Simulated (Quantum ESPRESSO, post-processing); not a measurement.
# 2H-WS2, 1 layer, rectangular cell: a series in strain along the second axis, part 7 of 7

Aim: how the results for 2H-WS2, 1 layer, rectangular cell change with strain along the second axis.

Quantum ESPRESSO 7.5; plane-wave DFT, PBE, GBRV ultrasoft pseudopotentials.

So far. Step 9 (Relaxing the ions, 3 %): The relaxation lowers the energy by 2 meV an atom.

### 11. Relaxing the ions, 4 %

File m8.relax.in:

```
&control
  prefix = 'm8.relax'
  outdir = './out'
  pseudo_dir = './pseudo'
  nstep = 40
  forc_conv_thr = 0.0003
  calculation = 'relax'
  tstress = .true.
/
&system
  ibrav = 0
  nat = 6
  ntyp = 2
  ecutwfc = 50
  ecutrho = 250
  occupations = 'smearing'
  smearing = 'fd'
  degauss = 0.002
/
&electrons
  conv_thr = 1e-09
  mixing_beta = 0.4
  electron_maxstep = 120
  mixing_mode = 'plain'
/
&ions
/
ATOMIC_SPECIES
  S   32.0600  s_pbe_v1.4.uspp.F.UPF
  W   183.8400  w_pbe_v1.2.uspp.F.UPF
CELL_PARAMETERS angstrom
  3.18620864300000 0.00000000000000 0.00000000000000
  0.00000000000000 5.73951806792000 0.00000000000000
  0.00000000000000 0.00000000000000 18.47562023200000
ATOMIC_POSITIONS crystal
  S   0.999999999900 0.333332935400 0.414858813600
  S   0.500000000000 0.833332916800 0.414858819500
  W   0.000000000000 0.000000826800 0.500000000000
  W   0.500000000000 0.500000802000 0.500000000000
  S   0.999999999900 0.333332935400 0.585141186400
  S   0.500000000000 0.833332916800 0.585141180500
K_POINTS automatic
  10 6 1 0 0 0
```

Launch:

```bash
$ OMP_NUM_THREADS=1 mpirun -n 4 pw.x -nk 4 -in m8.relax.in > m8.relax.out
```

What it wrote:

```text
[banner, memory and clock lines left out]
Program PWSCF v.7.5 starts
[...]
Message from routine setup:
[...]
number of electrons       =        52.00
     number of Kohn-Sham states=           31
     kinetic-energy cutoff     =      50.0000  Ry
     charge density cutoff     =     250.0000  Ry
[...]
number of k points=    24  Fermi-Dirac smearing, width (Ry)=  0.0020
[...]
Dense  grid:   152215 G-vectors     FFT dimensions: (  32,  60, 180)
[...]
negative rho (up, down):  1.281E-01 0.000E+00
     Starting wfcs are   42 randomized atomic wfcs
[...]
negative rho (up, down):  1.307E-01 0.000E+00
[...]
estimated scf accuracy    <       0.22450823 Ry
[...]
negative rho (up, down):  1.328E-01 0.000E+00
[...]
estimated scf accuracy    <       0.08745545 Ry
[...]
negative rho (up, down):  1.348E-01 0.000E+00
[...]
estimated scf accuracy    <       0.01455620 Ry
[...]
negative rho (up, down):  1.366E-01 0.000E+00
[...]
estimated scf accuracy    <       0.00251256 Ry
[...]
negative rho (up, down):  1.368E-01 0.000E+00
[...]
estimated scf accuracy    <       0.00084242 Ry
[...]
negative rho (up, down):  1.369E-01 0.000E+00
[...]
estimated scf accuracy    <       0.00016332 Ry
[...]
negative rho (up, down):  1.368E-01 0.000E+00
[...]
estimated scf accuracy    <       0.00014449 Ry
[...]
negative rho (up, down):  1.367E-01 0.000E+00
[...]
estimated scf accuracy    <       0.00000366 Ry
[...]
negative rho (up, down):  1.366E-01 0.000E+00
[...]
estimated scf accuracy    <       0.00000464 Ry
[...]
negative rho (up, down):  1.365E-01 0.000E+00
[...]
estimated scf accuracy    <       0.00000159 Ry
[...]
negative rho (up, down):  1.365E-01 0.000E+00
[...]
estimated scf accuracy    <       0.00000001 Ry
[...]
negative rho (up, down):  1.365E-01 0.000E+00
[...]
estimated scf accuracy    <       0.00000002 Ry
[...]
negative rho (up, down):  1.365E-01 0.000E+00
[...]
the Fermi energy is     0.6438 ev
!    total energy              =    -415.03061614 Ry
     estimated scf accuracy    <          4.7E-10 Ry
     smearing contrib. (-TS)   =      -0.00000000 Ry
     internal energy E=F+TS    =    -415.03061614 Ry
[...]
one-electron contribution =   -1894.59933586 Ry
     hartree contribution      =     946.93410644 Ry
     xc contribution           =    -116.15011543 Ry
     ewald contribution        =     648.78472871 Ry
     convergence has been achieved in  13 iterations
     negative rho (up, down):  1.365E-01 0.000E+00
[...]
Total force =     0.033926     Total SCF correction =     0.000057
[...]
negative rho (up, down):  1.365E-01 0.000E+00
[...]
negative rho (up, down):  1.364E-01 0.000E+00
[...]
negative rho (up, down):  1.364E-01 0.000E+00
[...]
estimated scf accuracy    <       0.00005336 Ry
[...]
negative rho (up, down):  1.364E-01 0.000E+00
[...]
estimated scf accuracy    <       0.00003225 Ry
[...]
negative rho (up, down):  1.364E-01 0.000E+00
[...]
estimated scf accuracy    <       0.00000308 Ry
[...]
negative rho (up, down):  1.364E-01 0.000E+00
[...]
estimated scf accuracy    <       0.00000179 Ry
[...]
negative rho (up, down):  1.364E-01 0.000E+00
[...]
estimated scf accuracy    <       0.00000011 Ry
[...]
negative rho (up, down):  1.364E-01 0.000E+00
[...]
estimated scf accuracy    <       0.00000021 Ry
[...]
negative rho (up, down):  1.364E-01 0.000E+00
[...]
estimated scf accuracy    <       0.00000003 Ry
[...]
negative rho (up, down):  1.364E-01 0.000E+00
[...]
estimated scf accuracy    <          2.6E-09 Ry
[...]
negative rho (up, down):  1.364E-01 0.000E+00
[...]
the Fermi energy is     0.3520 ev
!    total energy              =    -415.03154704 Ry
     estimated scf accuracy    <          5.4E-10 Ry
     smearing contrib. (-TS)   =      -0.00000000 Ry
     internal energy E=F+TS    =    -415.03154704 Ry
[...]
one-electron contribution =   -1898.76225124 Ry
     hartree contribution      =     949.00453754 Ry
     xc contribution           =    -116.17639511 Ry
     ewald contribution        =     650.90256176 Ry
     convergence has been achieved in   9 iterations
     negative rho (up, down):  1.364E-01 0.000E+00
[...]
Total force =     0.020932     Total SCF correction =     0.000065
[...]
negative rho (up, down):  1.364E-01 0.000E+00
[...]
negative rho (up, down):  1.362E-01 0.000E+00
[...]
negative rho (up, down):  1.362E-01 0.000E+00
[...]
estimated scf accuracy    <       0.00006125 Ry
[...]
negative rho (up, down):  1.362E-01 0.000E+00
[...]
estimated scf accuracy    <       0.00003229 Ry
[...]
negative rho (up, down):  1.362E-01 0.000E+00
[...]
estimated scf accuracy    <       0.00000354 Ry
[...]
negative rho (up, down):  1.362E-01 0.000E+00
[...]
estimated scf accuracy    <       0.00000169 Ry
[...]
negative rho (up, down):  1.362E-01 0.000E+00
[...]
estimated scf accuracy    <       0.00000032 Ry
[...]
negative rho (up, down):  1.362E-01 0.000E+00
[...]
estimated scf accuracy    <       0.00000029 Ry
[...]
negative rho (up, down):  1.362E-01 0.000E+00
[...]
estimated scf accuracy    <          4.4E-09 Ry
[...]
negative rho (up, down):  1.362E-01 0.000E+00
[...]
estimated scf accuracy    <       0.00000002 Ry
[...]
negative rho (up, down):  1.362E-01 0.000E+00
[...]
estimated scf accuracy    <          3.7E-10 Ry
[...]
negative rho (up, down):  1.362E-01 0.000E+00
[...]
the Fermi energy is     0.3667 ev
!    total energy              =    -415.03205388 Ry
     estimated scf accuracy    <          4.9E-12 Ry
     smearing contrib. (-TS)   =      -0.00000000 Ry
     internal energy E=F+TS    =    -415.03205388 Ry
[...]
one-electron contribution =   -1903.38324189 Ry
     hartree contribution      =     951.30215455 Ry
     xc contribution           =    -116.20595341 Ry
     ewald contribution        =     653.25498687 Ry
     convergence has been achieved in  10 iterations
     negative rho (up, down):  1.362E-01 0.000E+00
[...]
Total force =     0.006693     Total SCF correction =     0.000003
[...]
negative rho (up, down):  1.362E-01 0.000E+00
[...]
negative rho (up, down):  1.361E-01 0.000E+00
[...]
negative rho (up, down):  1.361E-01 0.000E+00
[...]
estimated scf accuracy    <       0.00001485 Ry
[...]
negative rho (up, down):  1.361E-01 0.000E+00
[...]
estimated scf accuracy    <       0.00000974 Ry
[...]
negative rho (up, down):  1.361E-01 0.000E+00
[...]
estimated scf accuracy    <       0.00000078 Ry
[...]
negative rho (up, down):  1.361E-01 0.000E+00
[...]
estimated scf accuracy    <       0.00000090 Ry
[...]
negative rho (up, down):  1.361E-01 0.000E+00
[...]
estimated scf accuracy    <       0.00000003 Ry
[...]
negative rho (up, down):  1.361E-01 0.000E+00
[...]
estimated scf accuracy    <       0.00000008 Ry
[...]
negative rho (up, down):  1.361E-01 0.000E+00
[...]
estimated scf accuracy    <       0.00000001 Ry
[...]
negative rho (up, down):  1.361E-01 0.000E+00
[...]
estimated scf accuracy    <          1.4E-10 Ry
[...]
negative rho (up, down):  1.361E-01 0.000E+00
[...]
estimated scf accuracy    <          9.9E-10 Ry
[...]
negative rho (up, down):  1.361E-01 0.000E+00
[...]
estimated scf accuracy    <          1.0E-10 Ry
[...]
negative rho (up, down):  1.361E-01 0.000E+00
[...]
the Fermi energy is     0.3736 ev
!    total energy              =    -415.03211049 Ry
     estimated scf accuracy    <          6.7E-12 Ry
     smearing contrib. (-TS)   =      -0.00000000 Ry
     internal energy E=F+TS    =    -415.03211049 Ry
[...]
one-electron contribution =   -1905.58955226 Ry
     hartree contribution      =     952.39913926 Ry
     xc contribution           =    -116.22024724 Ry
     ewald contribution        =     654.37854975 Ry
     convergence has been achieved in  11 iterations
     negative rho (up, down):  1.361E-01 0.000E+00
[...]
Total force =     0.000842     Total SCF correction =     0.000007
[...]
negative rho (up, down):  1.361E-01 0.000E+00
[...]
negative rho (up, down):  1.361E-01 0.000E+00
[...]
negative rho (up, down):  1.361E-01 0.000E+00
[...]
estimated scf accuracy    <       0.00000002 Ry
[...]
negative rho (up, down):  1.361E-01 0.000E+00
[...]
estimated scf accuracy    <          5.5E-09 Ry
[...]
negative rho (up, down):  1.361E-01 0.000E+00
[...]
estimated scf accuracy    <          2.2E-09 Ry
[...]
negative rho (up, down):  1.361E-01 0.000E+00
[...]
estimated scf accuracy    <          4.6E-10 Ry
[...]
negative rho (up, down):  1.361E-01 0.000E+00
[...]
estimated scf accuracy    <          2.0E-10 Ry
[...]
negative rho (up, down):  1.361E-01 0.000E+00
[...]
the Fermi energy is     0.3739 ev
!    total energy              =    -415.03211098 Ry
     estimated scf accuracy    <          8.9E-12 Ry
     smearing contrib. (-TS)   =      -0.00000000 Ry
     internal energy E=F+TS    =    -415.03211098 Ry
[...]
one-electron contribution =   -1905.59753056 Ry
     hartree contribution      =     952.40314354 Ry
     xc contribution           =    -116.22033279 Ry
     ewald contribution        =     654.38260883 Ry
     convergence has been achieved in   6 iterations
     negative rho (up, down):  1.361E-01 0.000E+00
[...]
Total force =     0.000347     Total SCF correction =     0.000008
[...]
negative rho (up, down):  1.361E-01 0.000E+00
[...]
```

The job ended after 6.7 min (4 MPI ranks of Arm Neoverse V1, shared host; peak memory 1.7 GiB; 27 min of CPU time).

Relaxation path:

```
step  energy less that of the first step (eV)  largest force (eV/Å)
   1                                   0.0000                0.4177
   2                                  -0.0127                0.2616
   3                                  -0.0196                0.0858
   4                                  -0.0203                0.0124
   5                                  -0.0203                0.0051
```

The atoms that moved most (Å):

```
atom     dx      dy      dz  length
  S1  0.000  -0.004   0.022   0.022
  S5  0.000  -0.004  -0.022   0.022
  S2  0.000  -0.004   0.022   0.022
  S6  0.000  -0.004  -0.022   0.022
  W4  0.000   0.008   0.000   0.008
  W3  0.000   0.008   0.000   0.008
```

The relaxed structure:

```xyz
6
Lattice="3.1862 0.0000 0.0000 0.0000 5.7395 0.0000 0.0000 0.0000 18.4756" Properties=species:S:1:pos:R:3
S     3.1862    1.9094    7.6869
S     1.5931    4.7791    7.6869
W     0.0000    0.0076    9.2378
W     1.5931    2.8773    9.2378
S     3.1862    1.9094   10.7887
S     1.5931    4.7791   10.7887
```

The relaxation lowers the energy by 3 meV an atom.

Numbers from this step:

- free energy: -5646.7995 eV
- Fermi energy: 0.3739 eV

### 12. Ground state, 4 %

File m8.scf.in:

```
&control
  prefix = 'm8.scf'
  outdir = './out'
  pseudo_dir = './pseudo'
  calculation = 'scf'
  tprnfor = .true.
/
&system
  ibrav = 0
  nat = 6
  ntyp = 2
  ecutwfc = 40
  ecutrho = 200
  occupations = 'smearing'
  smearing = 'fd'
  degauss = 0.002
  nbnd = 30
/
&electrons
  conv_thr = 1e-09
  mixing_beta = 0.4
  electron_maxstep = 120
  mixing_mode = 'plain'
/
ATOMIC_SPECIES
  S   32.0600  s_pbe_v1.4.uspp.F.UPF
  W   183.8400  w_pbe_v1.2.uspp.F.UPF
CELL_PARAMETERS angstrom
  3.18620864300000 0.00000000000000 0.00000000000000
  0.00000000000000 5.73951806792000 0.00000000000000
  0.00000000000000 0.00000000000000 18.47562023200000
ATOMIC_POSITIONS crystal
  S   0.999999999900 0.332673127500 0.416059056900
  S   0.500000000000 0.832673174800 0.416059042800
  W   0.000000000000 0.001320306000 0.500000000000
  W   0.500000000000 0.501320422500 0.500000000000
  S   0.999999999900 0.332673127500 0.583940943100
  S   0.500000000000 0.832673174800 0.583940957200
K_POINTS automatic
  10 6 1 0 0 0
```

Launch:

```bash
$ OMP_NUM_THREADS=1 mpirun -n 4 pw.x -nk 4 -in m8.scf.in > m8.scf.out
```

What it wrote:

```text
[banner, memory and clock lines left out]
Program PWSCF v.7.5 starts
[...]
Message from routine setup:
[...]
number of electrons       =        52.00
     number of Kohn-Sham states=           30
     kinetic-energy cutoff     =      40.0000  Ry
     charge density cutoff     =     200.0000  Ry
[...]
number of k points=    24  Fermi-Dirac smearing, width (Ry)=  0.0020
[...]
Dense  grid:   108999 G-vectors     FFT dimensions: (  27,  50, 160)
[...]
negative rho (up, down):  1.327E-01 0.000E+00
     Starting wfcs are   42 randomized atomic wfcs
[...]
negative rho (up, down):  1.343E-01 0.000E+00
[...]
estimated scf accuracy    <       0.22467905 Ry
[...]
negative rho (up, down):  1.361E-01 0.000E+00
[...]
estimated scf accuracy    <       0.07265862 Ry
[...]
negative rho (up, down):  1.375E-01 0.000E+00
[...]
estimated scf accuracy    <       0.01184073 Ry
[...]
negative rho (up, down):  1.389E-01 0.000E+00
[...]
estimated scf accuracy    <       0.00239341 Ry
[...]
negative rho (up, down):  1.391E-01 0.000E+00
[...]
estimated scf accuracy    <       0.00088077 Ry
[...]
negative rho (up, down):  1.390E-01 0.000E+00
[...]
estimated scf accuracy    <       0.00018686 Ry
[...]
negative rho (up, down):  1.390E-01 0.000E+00
[...]
estimated scf accuracy    <       0.00002869 Ry
[...]
negative rho (up, down):  1.389E-01 0.000E+00
[...]
estimated scf accuracy    <       0.00000165 Ry
[...]
negative rho (up, down):  1.388E-01 0.000E+00
[...]
estimated scf accuracy    <       0.00000080 Ry
[...]
negative rho (up, down):  1.388E-01 0.000E+00
[...]
estimated scf accuracy    <       0.00000002 Ry
[...]
negative rho (up, down):  1.388E-01 0.000E+00
[...]
estimated scf accuracy    <       0.00000003 Ry
[...]
negative rho (up, down):  1.388E-01 0.000E+00
[...]
estimated scf accuracy    <          1.4E-09 Ry
[...]
negative rho (up, down):  1.388E-01 0.000E+00
[...]
estimated scf accuracy    <          1.0E-09 Ry
[...]
negative rho (up, down):  1.388E-01 0.000E+00
[...]
the Fermi energy is     0.3497 ev
!    total energy              =    -415.02162898 Ry
     estimated scf accuracy    <          8.4E-12 Ry
     smearing contrib. (-TS)   =      -0.00000000 Ry
     internal energy E=F+TS    =    -415.02162898 Ry
[...]
one-electron contribution =   -1905.56348064 Ry
     hartree contribution      =     952.38095959 Ry
     xc contribution           =    -116.22171659 Ry
     ewald contribution        =     654.38260866 Ry
     convergence has been achieved in  14 iterations
     negative rho (up, down):  1.388E-01 0.000E+00
[...]
Total force =     0.000371     Total SCF correction =     0.000003
[...]
```

It took 70 s on 4 MPI ranks; peak memory 1.2 GiB; 4.6 min of CPU time.

Read from the output:

```
free energy                          : -5646.6569 eV
Fermi energy                         : 0.3497 eV
valence top, on the run's zero       : -0.2790 eV
conduction bottom, on the run's zero : 1.113 eV
gap by band count                    : 1.392 eV
```

### 13. The series side by side

The series in one table, energies over the lowest:

```
strain along the second axis  energy (eV)  gap along the path (eV)  upper vacuum level over the valence top of the mesh (eV)  lower vacuum level over that top (eV)
                        -4 %       0.1449                    1.879                                                     5.654                                  5.654
                        -3 %       0.0807                    1.915                                                     5.679                                  5.679
                        -2 %       0.0359                    1.949                                                     5.702                                  5.702
                        -1 %       0.0095                    1.886                                                     5.725                                  5.725
                         0 %       0.0000                    1.817                                                     5.746                                  5.746
                         1 %       0.0066                    1.736                                                     5.719                                  5.719
                         2 %       0.0281                     1.61                                                     5.681                                  5.681
                         3 %       0.0638                    1.489                                                     5.646                                  5.646
                         4 %       0.1125                    1.375                                                     5.614                                  5.614
```

### 14. The arithmetic

A parabola through the energies within ±2 % has E = 80.03 eV × ε² -0.186 eV × ε; for the curvature, over A = 17.584 Å² this is 80.03 × 2/17.584 × 16.02 = 146 N/m.

### 15. Results

```yaml
in_plane_stiffness_along_the_strain: 146 N/m
gap_along_the_path_at_minus_4_and_at_4: 1.88, 1.37 eV
upper_vacuum_level_over_the_valence_top_of_the_mesh_at_minus_4_and_at_4: 5.65, 5.61 eV
lower_vacuum_level_over_that_top_at_minus_4_and_at_4: 5.65, 5.61 eV
```

In words: The series holds 9 members; in-plane stiffness along the strain: 146 N/m (PBE, GBRV ultrasoft). The energy is lowest near zero strain. From -4 % to 4 % the gap along the path goes from 1.88 to 1.37 eV by way of 1.95 at -2 %. From -4 % to 4 % the upper vacuum level over the valence top of the mesh goes from 5.65 to 5.61 eV by way of 5.75 at 0 %. From -4 % to 4 % the lower vacuum level over that top goes from 5.65 to 5.61 eV by way of 5.75 at 0 %. Semilocal gaps are too small; the 1×1 cell can't ripple over many cells under compression as a free sheet would. No spin-orbit coupling.

[Logs are printed without paths, hosts, clocks, repeated set-up lines and the standing remarks that a program may print on its own settings, such as how far it seeks lower states.]

[Hosts, paths, dates, database ids (printed as entryN), source tags and the programs' standing remarks are cut or masked in the printed files.]

[Maps of the electrostatic potential energy from Ansatz leave out the sawtooth potential of an applied field or a dipole correction, so their vacuum need not be flat; planar profiles and work functions include it.]
